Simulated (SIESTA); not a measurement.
Zn:

```
Zn
1.0
    -1.56904    1.56904    1.56904
     1.56904   -1.56904    1.56904
     1.56904    1.56904   -1.56904
Zn
1
Direct
  0.00000 0.00000 0.00000
```

This isn't the form of Zn at room conditions, which is hcp.

```yaml
Program: SIESTA 5.4.2
Task: single point
Functional: PBEsol
Potentials_or_basis: PseudoDojo 0.4 standard (PBEsol files)
Basis: DZP (energy shift 0.003 Ry; two zetas on semicore shells)
Grid_cutoff: 800 Ry
Energy_shift: 0.003 Ry
k_mesh: 12 × 12 × 12
Occupations: fermi-dirac, width 0.05 eV
Spin: no spin polarisation
```

On this cell: pressure -9.8 GPa; band gap on the k mesh none (metal or under the smearing width).

The same run follows on a disturbed copy (cell strained at random at fixed volume):

```xyz
1
Lattice="-1.5271 1.5617 1.5269 1.4865 -1.6588 1.5833 1.5658 1.6975 -1.6240" Properties=species:S:1:pos:R:3 pbc="T T T"
Zn   -0.0200    0.0572    0.0050
```

Task: What changes?

Result: The energy (extrapolated to zero smearing) moves by -7.8 meV/atom; pressure -9.2 GPa; band gap on the k mesh none (metal or under the smearing width).

Stress tensor (GPa, compression positive):
```
-10.89   0.61   0.33
  0.61  -7.98  -1.14
  0.33  -1.14  -8.85
```

The energy falls, though the first cell shows no forces: that form is unstable against this distortion, unless noise or another electronic state is at work.

Caveats: short orbitals over semicore shells can move pressures by several GPa; the valence orbitals were made in a potential fitted to the semicore shell under them, which widens gaps by tenths of an eV or more; the basis of atomic orbitals isn't converged, which shifts pressures, moduli and gaps.
